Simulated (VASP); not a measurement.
# Li2S (Fm-3m) in VASP: further runs, part 2 of 2

VASP 6.6.1. Earlier steps stand in the parts before.

### 5 Relaxation of cell and atoms, PBEsol

The input, INCAR:

```
  ALGO = Fast
  EDIFF = 1E-7
  EDIFFG = -0.005
  ENCUT = 580
  GGA = PS
  IBRION = 2
  ISIF = 3
  ISMEAR = 0
  LASPH = True
  LCHARG = False
  LREAL = False
  LWAVE = False
  NELM = 100
  NSW = 90
  PREC = Accurate
  SIGMA = 0.02
```

The input, KPOINTS:

```
k-points
0
Gamma
  8 8 8
```

The input, POSCAR:

```
Li2S
1.0
    0.0000000000      2.8351678400      2.8351678400
    2.8351678400      0.0000000000      2.8351678400
    2.8351678400      2.8351678400      0.0000000000
Li S
2 1
Direct
    0.7500000000      0.7500000000      0.7500000000
    0.2500000000      0.2500000000      0.2500000000
    0.0000000000      0.0000000000      0.0000000000
```

Potentials or basis: VASP PAW PBE potentials, release 64 (Li, S).

On the command line:

```
$ cat potpaw_PBE.64/Li/POTCAR potpaw_PBE.64/S/POTCAR > POTCAR
$ mpirun -np 1 vasp_std > vasp.out
```

OUTCAR:

```text
EDIFF = 1E-7
   EDIFFG = -0.005
   ENCUT = 580
   GGA = PS
   IBRION = 2
   ISIF = 3
   ISMEAR = 0
   LASPH = True
   LREAL = False
   NELM = 100
   NSW = 90
   PREC = Accurate

 ion  position               nearest neighbor table
   1  0.750  0.750  0.750-   3 2.46   3 2.46   3 2.46   3 2.46   2 2.84   2 2.84   2 2.84   2 2.84
                             2 2.84   2 2.84
   2  0.250  0.250  0.250-   3 2.46   3 2.46   3 2.46   3 2.46   1 2.84   1 2.84   1 2.84   1 2.84
                             1 2.84   1 2.84
   3  0.000  0.000  0.000-   1 2.46   1 2.46   2 2.46   2 2.46   2 2.46   2 2.46   1 2.46   1 2.46

  LATTYP: Found a face centered cubic cell.
 ALAT       =     5.6703356800

  Lattice vectors:

 A1 = (   0.0000000000,   2.8351678400,   2.8351678400)
 A2 = (   2.8351678400,   0.0000000000,   2.8351678400)
 A3 = (   2.8351678400,   2.8351678400,   0.0000000000)

Analysis of symmetry for initial positions (statically):
=====================================================================
 Subroutine PRICEL returns:
 Original cell was already a primitive cell.

 Routine SETGRP: Setting up the symmetry group for a
 face centered cubic supercell.

 Subroutine GETGRP returns: Found 48 space group operations
 (whereof 48 operations were pure point group operations)
[... 183 lines left out ...]
      6       7.4627      0.00000
      7       7.4627      0.00000
      8       7.4627      0.00000
[... 243 lines left out ...]
 k-point    24 :      -0.3750    0.2500    0.1250
  band No.  band energies     occupation
      1      -9.2404      2.00000
      2      -1.3689      2.00000
      3       0.0131      2.00000
      4       0.3593      2.00000
      5       7.0434      0.00000
      6       7.8932      0.00000
      7       9.6242      0.00000
      8      10.2659      0.00000

 [... further k-points ...]

------------------------ aborting loop because EDIFF is reached ----------------------------------------

  FORCE on cell =-STRESS in cart. coord.  units (eV):
  Direction    XX          YY          ZZ          XY          YZ          ZX
  --------------------------------------------------------------------------------------
  -------------------------------------------------------------------------------------
  Total       -0.0134553     -0.0134553     -0.0134553      0.0000000     -0.0000000      0.0000000
  in kB       -0.4729739     -0.4729739     -0.4729739      0.0000000     -0.0000000      0.0000000
  external PRESSURE =      -0.4729739 kB  Pullay stress =       0.0000000 kB

 VOLUME and BASIS-vectors are now :
 -----------------------------------------------------------------------------
  energy-cutoff  :      580.00
  volume of cell :       45.58
      direct lattice vectors                 reciprocal lattice vectors
     0.000000000  2.835167840  2.835167840    -0.176356402  0.176356402  0.176356402
     2.835167840  0.000000000  2.835167840     0.176356402 -0.176356402  0.176356402
     2.835167840  2.835167840  0.000000000     0.176356402  0.176356402 -0.176356402

 POSITION                                       TOTAL-FORCE (eV/Angst)
 -----------------------------------------------------------------------------------
      4.25275      4.25275      4.25275         0.000000      0.000000      0.000000
      1.41758      1.41758      1.41758         0.000000      0.000000     -0.000000
      0.00000      0.00000      0.00000        -0.000000     -0.000000     -0.000000
 -----------------------------------------------------------------------------------
    total drift:                                0.000000     -0.000000      0.000000

  FREE ENERGIE OF THE ION-ELECTRON SYSTEM (eV)
  ---------------------------------------------------
  free  energy   TOTEN  =       -12.3484648871 eV

  energy  without entropy=      -12.3484648871  energy(sigma->0) =      -12.34846489

 reached required accuracy - stopping structural energy minimisation
```

OSZICAR:

```text
N       E                     dE             d eps       ncg     rms          rms(c)
DAV:   1     0.174096317146E+02    0.17410E+02   -0.34054E+03   464   0.855E+02
DAV:   2    -0.114565129269E+02   -0.28866E+02   -0.28276E+02   696   0.952E+01
DAV:   3    -0.126184784141E+02   -0.11620E+01   -0.11620E+01   616   0.250E+01
DAV:   4    -0.126236655770E+02   -0.51872E-02   -0.51872E-02   736   0.190E+00
DAV:   5    -0.126236705331E+02   -0.49561E-05   -0.49561E-05   632   0.560E-02    0.340E+00
RMM:   6    -0.123674701823E+02    0.25620E+00   -0.36403E-01   464   0.324E+00    0.250E+00
RMM:   7    -0.123470486885E+02    0.20421E-01   -0.17701E-01   464   0.238E+00    0.147E+00
RMM:   8    -0.123508700858E+02   -0.38214E-02   -0.26800E-02   464   0.111E+00    0.615E-01
RMM:   9    -0.123482567711E+02    0.26133E-02   -0.46880E-03   464   0.450E-01    0.252E-01
RMM:  10    -0.123500230087E+02   -0.17662E-02   -0.93999E-03   464   0.568E-01    0.655E-01
RMM:  11    -0.123484874372E+02    0.15356E-02   -0.24825E-03   464   0.308E-01    0.136E-01
RMM:  12    -0.123484656649E+02    0.21772E-04   -0.42400E-04   464   0.148E-01    0.415E-02
RMM:  13    -0.123484642850E+02    0.13799E-05   -0.58479E-05   464   0.579E-02    0.198E-02
RMM:  14    -0.123484645603E+02   -0.27530E-06   -0.21535E-05   464   0.324E-02    0.109E-02
RMM:  15    -0.123484648186E+02   -0.25824E-06   -0.17267E-06   462   0.122E-02    0.207E-03
RMM:  16    -0.123484649354E+02   -0.11679E-06   -0.34989E-07   389   0.566E-03    0.315E-03
RMM:  17    -0.123484648871E+02    0.48231E-07   -0.98614E-08   332   0.262E-03
   1 F= -.12348465E+02 E0= -.12348465E+02  d E =-.123485E+02
```

It took 8.8 s on 1 thread of Intel Xeon Platinum 8559C (Emerald Rapids), shared host; peak memory 0.16 GiB.

What came out:

```
Free energy             : -12.3485 eV
Pressure after relaxing : 0.0 GPa
Band gap on the k mesh  : 3.22 eV, indirect (least direct gap 4.18 eV)
```

Final structure:
```yaml
crystal:
  lattice:
    - [0.00000, 2.83517, 2.83517]
    - [2.83517, 0.00000, 2.83517]
    - [2.83517, 2.83517, 0.00000]
  atoms:
    - { symbol: Li, position: [0.75000, 0.75000, 0.75000] }
    - { symbol: Li, position: [0.25000, 0.25000, 0.25000] }
    - { symbol: S, position: [0.00000, 0.00000, 0.00000] }
```

Caveat: the relaxation stopped at its first step, so nothing moved; the PAW data sets were made with another functional, which shifts forces and pressure a little. A k mesh can miss the band edges.

### 6 Relaxation of cell and atoms, RPBE

INCAR, as its differences from that of step 5:

```diff
@@ -3,4 +3,4 @@
   EDIFFG = -0.005
-  ENCUT = 580
-  GGA = PS
+  ENCUT = 600
+  GGA = RP
   IBRION = 2
```

KPOINTS is that of step 5.

POSCAR is that of step 5.

Potentials or basis: VASP PAW PBE potentials, release 64 (Li_sv, S).

On the command line:

```
$ cat potpaw_PBE.64/Li_sv/POTCAR potpaw_PBE.64/S/POTCAR > POTCAR
$ mpirun -np 1 vasp_std > vasp.out
```

Wall time 37 s (1 thread of Intel Xeon Platinum 8559C (Emerald Rapids), shared host); peak memory 0.18 GiB.

The run converged. Its results:

```
Free energy                            : -11.4539 eV
Relaxed volume                         : 16.03 Å³/atom
Relaxed cell                           : a = 4.082 Å, b = 4.082 Å, c = 4.082 Å, α = 60.00°, β = 60.00°, γ = 60.00°
Space group after relaxing (to 0.05 Å) : Fm-3m (No. 225)
Energy gained by relaxing              : 5.5 meV/atom
Ionic steps                            : 3
Pressure after relaxing                : 0.0 GPa
Band gap on the k mesh                 : 3.57 eV, indirect (least direct gap 4.27 eV)
```

The path:
| step | energy change (eV) | largest force (eV/Å) | pressure (GPa) | volume (Å³) |
| --- | --- | --- | --- | --- |
| 1 | 0.0000 | 0.0000 | 2.22 | 45.58 |
| 2 | -0.0135 | 0.0000 | 0.89 | 46.98 |
| 3 | -0.0164 | 0.0000 | -0.03 | 48.10 |

Final structure:
```xyz
3
Lattice="0.0000 2.8864 2.8864 2.8864 0.0000 2.8864 2.8864 2.8864 0.0000" Properties=species:S:1:pos:R:3 pbc="T T T"
Li    4.3296    4.3296    4.3296
Li    1.4432    1.4432    1.4432
S     0.0000    0.0000    0.0000
```

Levels at points of the mesh, in eV from the valence-band top:
```
           k point  band 3  band 4  band 5  band 6  band 7  band 8  band 9  band 10
(0.00, 0.00, 0.00)  -10.91    0.00    0.00    0.00    4.27    6.32    6.32     6.32
(0.50, 0.00, 0.00)  -10.51   -2.70   -0.47   -0.47    6.07    6.66    6.66     8.41
(0.50, 0.50, 0.00)  -10.39   -2.05   -1.32   -1.32    3.57    7.08   10.99    10.99
```

Caveat: the cutoff is under 1.25 times the usual one of these potentials, so pressure, stress and relaxed cells hold a basis-set (Pulay) error; the PAW data sets were made with another functional, which shifts forces and pressure a little. A k mesh can miss the band edges.

### 7 Summary

| task | level | potentials or basis | cell | k mesh | cutoff (eV) | mesh quality | gap on the mesh (eV) | pressure (GPa) | relaxed volume (Å³/atom) |
| --- | --- | --- | --- | --- | --- | --- | --- | --- | --- |
| relaxation of cell and atoms | PBEsol | VASP PAW PBE potentials, release 64 (Li_sv, S) | relaxed | 4 × 4 × 4 | 600 | coarse | 3.20 | 0.0 | 15.07 |
| single point | PBEsol | VASP PAW PBE potentials, release 64 (Li_sv, S) | as given | 8 × 8 × 8 | 520 | not flagged | 3.21 | - | - |
| relaxation of cell and atoms | PBEsol | VASP PAW PBE potentials, release 64 (Li, S) | relaxed | 8 × 8 × 8 | 580 | not flagged | 3.22 | 0.0 | - |
| relaxation of cell and atoms | RPBE | VASP PAW PBE potentials, release 64 (Li_sv, S) | relaxed | 8 × 8 × 8 | 600 | not flagged | 3.57 | 0.0 | 16.03 |

Alike in all rows: no spin polarisation; smearing gaussian 0.02 eV.

Caveats: some runs use coarse meshes; the PAW data sets were made with another functional, which shifts forces and pressure a little; the cutoff is under 1.25 times the usual one of these potentials, so pressure, stress and relaxed cells hold a basis-set (Pulay) error (some runs); the relaxation stopped at its first step, so nothing moved (some runs).

Absolute energies hang on the potentials; compare differences alone.
